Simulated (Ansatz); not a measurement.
## PBE against r2SCAN: CsPbI3, biaxial strain −0.30 %, plane normal [110], relaxed out of plane

Consider CsPbI3 in the cubic perovskite structure (space group Pm-3m, No. 221; a = 6.390 Å). Axes: x, y, z lie along the cube axes.

(Cell as relaxed with PBE.)

Levels (all Ansatz, a quantum-chemistry and plane-wave program, PAW): PBE (420 eV, no spin-orbit coupling); r2SCAN (500 eV, spin-orbit coupling left out).

Each level relaxes its own structure.

```csv
base,PBE,r2SCAN
volume per atom,52.20 Å³,50.79 Å³
lattice parameter a,6.390 Å,6.333 Å
band gap,1.48 eV,1.70 eV
```

The change: biaxial strain −0.30 %, plane normal [110], relaxed out of plane (Cartesian); in-plane vectors clamped, the third vector and the atoms free.

```tsv
quantity	PBE	r2SCAN
shift of the gap caused by the change	-0.02 eV	___
valley order (the lowest conduction-band minima on the path, energy above the VBM, named in the base's zone)	R along [111] 1.46 eV; M along [101] 1.89 eV	___
```

Given the PBE results, estimate those of r2SCAN.


- shift of the gap caused by the change, r2SCAN: -0.02 eV
- valley order (the lowest conduction-band minima on the path, energy above the VBM, named in the base's zone), r2SCAN: R along [111] 1.68 eV; M along [101] 2.11 eV

Both order the valleys alike; the two agree on the shift of the gap caused by the change. Neither level is exact; r2SCAN is the comparison here, not a measurement.

Spin-orbit coupling, missing from the scalar runs, can matter with I and Pb. No phonon test of stability was made. Many cubic perovskites are stable only at high temperature; tilts and polar distortions were not tested. This is not the structure that CsPbI3 has at room temperature and ambient pressure.
